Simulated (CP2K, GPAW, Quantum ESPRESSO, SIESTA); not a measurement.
**Forces in wurtzite SiC, size series (200 atoms), program by program**

Aim: forces, pressure and gap of wurtzite SiC, size series (200 atoms) at one geometry, from other programs and methods, against plane-wave PBE.

Results are calculated, not measured.

### 1. The cell

The cell holds 200 atoms (100 Si and 100 C), with edges of 15.38, 15.38 and 10.10 Å. Recipe: wurtzite SiC (a = 3.076 Å, c = 5.048 Å), 5 x 5 x 2 conventional cells; every coordinate displaced by a Gaussian of 0.08 Å. Then every atom was moved at random, 0.03 Å r.m.s. a Cartesian component. The density is 3.22 g/cm³.

### 2. The reference input

Quantum ESPRESSO 7.5: Kohn-Sham DFT, PBE, SSSP efficiency 1.3.0 pseudopotentials, plane waves. Its input, pw.in:

```
&control
  calculation = 'scf'
  pseudo_dir = './pseudo'
  outdir = './tmp'
  disk_io = 'none'
  tprnfor = .true.
  tstress = .true.
/
&system
  ibrav = 0
  nat = 200
  ntyp = 2
  ecutwfc = 45
  ecutrho = 360
  nosym = .true.
  occupations = 'smearing'
  smearing = 'fd'
  degauss = 0.003675
/
&electrons
  conv_thr = 1.0e-06
  electron_maxstep = 100
  mixing_beta = 0.4
  mixing_mode = 'plain'
  diagonalization = 'david'
/
ATOMIC_SPECIES
Si 28.085 Si.upf
C 12.011 C.upf
CELL_PARAMETERS angstrom
15.38000 0.00000 0.00000
-7.69000 13.31947 0.00000
0.00000 0.00000 10.09600
ATOMIC_POSITIONS crystal
Si 0.00842 0.00164 0.00394
C 0.06602 0.13849 0.06831
Si 0.06403 0.13707 0.25581
C 0.00224 0.00087 0.30783
[... 194 atom lines left out ...]
Si 0.87271 0.93546 0.74780
C 0.79684 0.79735 0.81625
K_POINTS gamma
```

```console
$ OMP_NUM_THREADS=1 mpirun -np 4 pw.x -in pw.in > output.txt
```

It took 7.2 min on 4 MPI ranks of Arm Neoverse V2, shared host; peak memory 8.1 GiB.

It converged with an r.m.s. force component of 2.6 eV/Å and a pressure of 11 GPa.

Its highest filled and lowest empty levels lie 1.47 eV apart on its k-points.

### 3. The other programs

- CP2K 2026.2: Gaussian basis with GTH pseudopotentials and a plane-wave density; labels give functional, basis (MOLOPT sets; SR short-range, UZH the newer set with its own potentials), grid cutoff/relative cutoff and solver (OT: orbital transformation; TRS4, TC2, SIGN: linear-scaling purification with its sparsity filter), or its built-in tight binding.
- GPAW 26.7.0: PAW with atomic orbitals (LCAO), plane waves or a real-space grid of spacing h.
- SIESTA 5.4.2: numerical atomic orbitals, whose automatically made sets are far from complete, with PseudoDojo norm-conserving potentials that we converted to its format (checked against plane waves on the same files for H, C, O, Si, Ge and Ca alone); labels give functional, basis size, energy shift and mesh cutoff.

All use the same cell and atoms, and the electronic-structure runs the same k-mesh.

### 4. All runs compared

Differences are against the reference: forces as r.m.s. over components, share as that over the reference's r.m.s. force, slope as the fitted ratio of a run's forces to the reference's.

```
                                                run  Δ force, r.m.s. (meV/Å)  share (%)  slope  Δ pressure (GPa)  Δ gap (eV)  cores  CPU time  memory (GiB)
                                          reference                        -          -      -                 -           -      4    29 min           8.1
                             CP2K GFN1-xTB, OT DIIS                      703       26.9  1.015              22.5           -      2      43 s           1.2
         CP2K PBE, DZVP-MOLOPT-SR, 450/50 Ry, OT CG                     42.0       1.60  0.998             -1.32      0.0362      4    48 min           4.3
 CP2K PBE, SZV-MOLOPT-SR, 450/50 Ry, OT CG (coarse)                      805       30.8  1.266              17.3        1.96      2    27 min           2.2
                        GPAW PBE, LCAO dzp, h 0.2 Å                      124       4.75  1.042                 -      0.0606      4    17 min           5.5
          GPAW PBE, LCAO szp(dzp), h 0.2 Å (coarse)                      188       7.20  1.060                 -       0.275      2     8 min             3
SIESTA PBE, DZ, shift 0.01 Ry, mesh 300 Ry (coarse)                      387       14.8  1.121              17.5       0.482      2   3.8 min           1.6
        SIESTA PBE, DZP, shift 0.01 Ry, mesh 300 Ry                      133       5.09  1.044              2.41     -0.0192      4    13 min           3.6
```

Rows marked coarse were listed beforehand as settings not expected to be converged; some can still land near the reference.

Runs without a result: CP2K PBE, DZVP-MOLOPT-SR, 450/50 Ry, SIGN filter 1e-03, SCF 1e-04 (ended with an error or stopped unconverged).

At other geometries of this session 1 more runs gave no result.

CPU time is summed over cores on shared hosts, so it is rough.

### 5. Findings

Forces lie from 1.6 % (CP2K PBE, DZVP-MOLOPT-SR, 450/50 Ry, OT CG) to 31 % (CP2K PBE, SZV-MOLOPT-SR, 450/50 Ry, OT CG, coarse) of the reference's r.m.s. force of 2.6 eV/Å away from it. The PBE runs in local orbitals, coarse settings apart, differ by 1.6 % (CP2K PBE, DZVP-MOLOPT-SR, 450/50 Ry, OT CG) to 5.1 % (SIESTA PBE, DZP, shift 0.01 Ry, mesh 300 Ry); basis, grid and potentials can all enter. Tight binding differs by 27 % (CP2K GFN1-xTB, OT DIIS); it is another model, with fitted parameters of its own, and the xTB methods hold dispersion. Runs with settings chosen to be coarse differ by 7.2 % (GPAW PBE, LCAO szp(dzp), h 0.2 Å) to 31 % (CP2K PBE, SZV-MOLOPT-SR, 450/50 Ry, OT CG), their programs' other errors included.

CP2K PBE, SZV-MOLOPT-SR, 450/50 Ry, OT CG stiffens the forces by a factor of 1.27 while following their directions (correlation 0.993); the slopes of the 3 CP2K runs lie between 1.00 and 1.27. Pressures at PBE, coarse settings apart, lie -1.32 to +2.41 GPa from the reference's. Gaps at PBE, coarse settings apart, lie -0.02 to +0.06 eV from the reference's, on k-points that hold the band edges only if these fold onto them.

**Limits.** Periodic xTB results under one method name differ between programs and library versions. The reference's pressure holds the uncorrected Pulay stress of its 45 Ry basis, so small pressure differences may be the reference's own error. The reference's stress is far from hydrostatic: its diagonal is 8.3, 13.2, 10.1 GPa, compression counted positive. The electronic-structure runs sample only Γ, in a cell whose shortest periodic width is 10 Å. The reference's pressure of 11 GPa reflects the volume that the recipe set, positions that aren't this level's minimum and the coarse k-sampling. Where levels are smeared, the DFT runs use Fermi–Dirac occupations at 580 K (0.05 eV), and energies are free energies. The atoms were displaced at random, and shares hang on the size of the forces that this gives. The reference's cutoffs and mesh weren't converged further here.

[Logs are printed without paths, hosts, clocks, repeated set-up lines and the standing remarks that a program may print on its own settings, such as how far it seeks lower states.]

[Hosts, paths, dates, database ids (printed as entryN), source tags and the programs' standing remarks are cut or masked in the printed files.]

[Cells were taken only where this reference lay near another plane-wave run.]
